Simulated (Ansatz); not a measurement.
Runs of Ansatz 0.2.0 on Al2O3 (Corundum). The structure is trigonal, space group R-3c (No. 167). The conventional cell has a = 4.760 Å, b = 4.760 Å, c = 12.996 Å, α = 90.00°, β = 90.00°, γ = 120.00°. Around Al (site symmetry 3) lie 6 O at 1.85 to 1.97 Å. Around O (site symmetry 2) lie 4 Al at 1.85 to 1.97 Å. 

```csv
task,level,cell,points for each segment of the path,gap on the mesh (eV),pressure (GPa),relaxed volume (Å³/atom),largest force (eV/Å)
band structure,PBEsol,as given,10,6.11,(d),-,0.08
relaxation of cell and atoms,revPBE,relaxed,-,(b),0.0,8.91,-
relaxation of cell and atoms,RPBE+D3(BJ),relaxed,-,6.70,0.0,8.21,-
relaxation of cell and atoms,LDA,relaxed,-,(c),0.0,8.32,-
relaxation of cell and atoms,PBEsol,relaxed,-,6.03,0.0,8.56,-
relaxation of cell and atoms,revPBE+D4,relaxed,-,6.24,0.0,8.53,-
band structure,BLYP,as given,10,6.48,11.3,-,0.04
relaxation of cell and atoms,BLYP+D4,relaxed,-,(a),0.0,8.55,-
```

Alike in all rows: potentials or basis Ansatz PAW; no spin polarisation; k mesh 7 × 7 × 7; cutoff (eV) 420; smearing fermi-dirac 0.05 eV.

**Question.** Estimate the missing entries.

**Answer.** (a) 6.39; (b) 5.73; (c) 6.43; (d) 1.7.

Caveats: the PAW data sets come from PBE, with cores solved anew for the run's functional, which leaves a small shift of forces and pressure; odd divisions of the mesh miss points on the zone boundary, where band edges often lie, so the gap on the mesh can be too wide (some runs); the plane-wave basis is chosen anew once the cell has moved, so the energies of steps on either side of that aren't comparable (some runs).

A k mesh can miss the band edges.

Runs at the PBE level aren't shown here.
